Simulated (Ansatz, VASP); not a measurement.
One calculation of SiC, two programs

Contents of INCAR:

```
PREC = Accurate ; ENCUT = 520
EDIFF = 1E-7 ; ISMEAR = 0
SIGMA = 0.05 ; LREAL = F
LASPH = T ; NELM = 60
ALGO = Normal ; ISIF = 2
LWAVE = F ; LCHARG = T
GGA = CA ; LELF = T
LVHAR = T ; NBANDS = 26
```

File KPOINTS:

```
Automatic mesh
0
Gamma
  10 10 3
```

The input POSCAR:

```
SiC
1.0
   -3.0759982064      0.0000000000      0.0000000000
   -1.5379991032     -2.6638925888      0.0000000000
    0.0000000000      0.0000000000     10.0960000000
Si C
4 4
Direct
    0.3333333333      0.3333333333      0.0000000000
    0.3333333333      0.3333333333      0.5000000000
    0.6666666667      0.6666666667      0.2500000000
    0.6666666667      0.6666666667      0.7500000000
    0.3333333333      0.3333333333      0.1925000000
    0.3333333333      0.3333333333      0.6925000000
    0.6666666667      0.6666666667      0.4425000000
    0.6666666667      0.6666666667      0.9425000000
```

Input for Ansatz:

```yaml
crystal:
  lattice:
    - [-3.0759982064, 0.0, 0.0]
    - [-1.5379991032, -2.6638925888, 0.0]
    - [0.0, 0.0, 10.096]
  atoms:
    - { symbol: Si, position: [0.3333333333, 0.3333333333, 0.0] }
    - { symbol: Si, position: [0.3333333333, 0.3333333333, 0.5] }
    - { symbol: Si, position: [0.6666666667, 0.6666666667, 0.25] }
    - { symbol: Si, position: [0.6666666667, 0.6666666667, 0.75] }
    - { symbol: C, position: [0.3333333333, 0.3333333333, 0.1925] }
    - { symbol: C, position: [0.3333333333, 0.3333333333, 0.6925] }
    - { symbol: C, position: [0.6666666667, 0.6666666667, 0.4425] }
    - { symbol: C, position: [0.6666666667, 0.6666666667, 0.9425] }
basis:
  ecutwfc: 420
kpoints:
  mp_grid: { grid: [10, 10, 3] }
hamiltonian:
  xc: lda
scf:
  occupations: { method: gaussian, width: 0.05 }
output:
  forces: true
  stress: true
  eigenvalues: true
  write_density: true
  write_potential: true
  elf: true
  volumetric_format: npy
```

Alike in both runs: task single point; functional LDA; k mesh 10 × 10 × 3; occupations gaussian, width 0.05 eV; no spin polarisation.

|  | VASP | Ansatz |
| --- | --- | --- |
| version | VASP 6.6.1 | Ansatz 0.2.0 |
| potentials or method | VASP PAW LDA potentials, release 64 (Si, C) | scalar-relativistic, plane waves, PAW |
| plane-wave cutoff (eV) | 520 | 420 |
| valence electrons in the cell | 32 | 32 |

|  | VASP | Ansatz | Ansatz less VASP |
| --- | --- | --- | --- |
| gap on the k mesh at the Fermi level (eV) | 2.36 | 2.37 | +0.013 |
| least direct gap on the mesh (eV) | 3.98 | 3.98 | +0.010 |
| pressure (GPa) | -3.6 | -4.0 | -0.40 |
| largest component of the traceless stress (GPa) | 2.84 | 2.82 | -0.019 |
| rms of the force components (eV/Å) | 0.424 | 0.423 | -0.0011 |

Atom by atom the forces differ by 0.001 eV/Å (rms over components).

Caveats: an odd mesh through Γ misses points on the zone boundary, where band edges often lie.
